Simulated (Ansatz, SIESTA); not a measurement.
Given: the input of a run of Ansatz 0.2.0 on V. 

File input.yaml:

```yaml
crystal:
  lattice:
    - [-1.51435, 1.51435, 1.51435]
    - [1.51435, -1.51435, 1.51435]
    - [1.51435, 1.51435, -1.51435]
  atoms:
    - { symbol: V, position: [0.0, 0.0, 0.0], spin: 2.0 }
kpoints:
  mp_grid: { grid: [9, 9, 9] }
scf:
  occupations: { method: fermi_dirac, width: 0.05 }
hamiltonian:
  xc: pbesol
  pseudopotentials: { kind: all_electron, lapw: { basis_error: 0.001 } }
magnetization:
  spin_polarized: true
output:
  forces: true
  stress: true
relax:
  f_tol: 0.005
  max_steps: 60
  cell: {}
```

Potentials or basis: all-electron LAPW, scalar-relativistic.

The run is started by

```console
$ ansatz run input.yaml --threads 2 --pin off --max-ram 6144MiB --backend cpu --events-out ev --progress --plain --runs-dir out
```

What does the same run look like in SIESTA 5.4.2 (ASE script)? Potentials or basis there: files PseudoDojo sr-pbesol-0.4.1-standard, DZP (energy shift 0.003 Ry; two zetas on semicore shells).

As run (cutoffs and basis follow the program's own potentials, and thresholds, step limits or extra output files can differ):

The input run.py:

```python
from ase import Atoms
from ase.calculators.siesta import Siesta
from ase.units import Ry, GPa
from ase.optimize import LBFGS
from ase.filters import FrechetCellFilter

atoms = Atoms(
    ['V'],
    cell=[
        [-1.51435, 1.51435, 1.51435],
        [1.51435, -1.51435, 1.51435],
        [1.51435, 1.51435, -1.51435],
    ],
    scaled_positions=[
        [0.0, 0.0, 0.0],
    ],
    pbc=True,
)

fdf = {
    'SCFMustConverge': False,
    'DM.InitSpin': ['  1   2.000'],
    'OccupationFunction': 'FD',
    'ElectronicTemperature': '0.05 eV',
    'MaxSCFIterations': '200',
    'SCF.Mixer.Method': 'Pulay',
    'SCF.Mixer.Weight': '0.1',
    'SCF.Mixer.History': '10',
    'SCF.DM.Tolerance': '5.0e-05',
    'SCF.H.Tolerance': '1.0e-03 eV',
    'WriteForces': 'true',
    'Charge.Mulliken': 'end',
    'PAO.Basis': ['V.1 5', 'n=3 0 2', '  2.997 0.000', 'n=4 0 2', '  8.412 0.000', 'n=3 1 2', '  3.380 0.000', 'n=4 1 1', '  8.412', 'n=3 2 2', '  5.772 0.000'],
}
calc = Siesta(
    label="V",
    command="siesta < PREFIX.fdf > PREFIX.out",
    pseudo_path="pseudos",
    pseudo_qualifier="",
    xc=('GGA', 'PBEsol'),
    basis_set="DZP",
    mesh_cutoff=800 * Ry,
    energy_shift=0.003 * Ry,
    kpts=[9, 9, 9],
    spin="collinear",
    fdf_arguments=fdf,
)
atoms.calc = calc

opt = LBFGS(FrechetCellFilter(atoms), trajectory="relax.traj")
converged = opt.run(fmax=0.01, steps=40)
print("converged:", converged)
print("cell (A):", atoms.cell.cellpar().round(5))
print("scaled positions:")
print(atoms.get_scaled_positions().round(6))
print(f"energy = {atoms.get_potential_energy():.6f} eV")
free = atoms.get_potential_energy(force_consistent=True)
print(f"free energy = {free:.6f} eV")
print("forces (eV/A):")
print(atoms.get_forces(apply_constraint=False).round(6))
print("stress (GPa, Voigt order, tension positive):", (atoms.get_stress() / GPa).round(4))
```

Potentials or basis: PseudoDojo 0.4 standard (PBEsol files), converted to PSML, two zetas on semicore shells, DZP (energy shift 0.003 Ry; two zetas on semicore shells).

The run is started by

```bash
$ python run.py
```

Both were run:

|  | Ansatz | SIESTA |
| --- | --- | --- |
| Relaxed volume | 12.88 Å³/atom | 12.94 Å³/atom |
| Relaxed cell | a = 2.558 Å, b = 2.558 Å, c = 2.558 Å, α = 109.47°, β = 109.47°, γ = 109.47° | a = 2.562 Å, b = 2.562 Å, c = 2.562 Å, α = 109.47°, β = 109.47°, γ = 109.47° |
| Space group after relaxing | Im-3m (No. 229) | Im-3m (No. 229) |
| Pressure after relaxing | 0.0 GPa | 0.0 GPa |
| Net moment | 0.00 μB per cell | 0.00 μB per cell |

Where Ansatz's input types no cutoff or centring, it takes its own default and a Γ-centred mesh.

The magnetic state is the one that the start led to; the real crystal's order can differ.

Pressure is positive in compression.

The k mesh is coarse, so the values aren't converged.
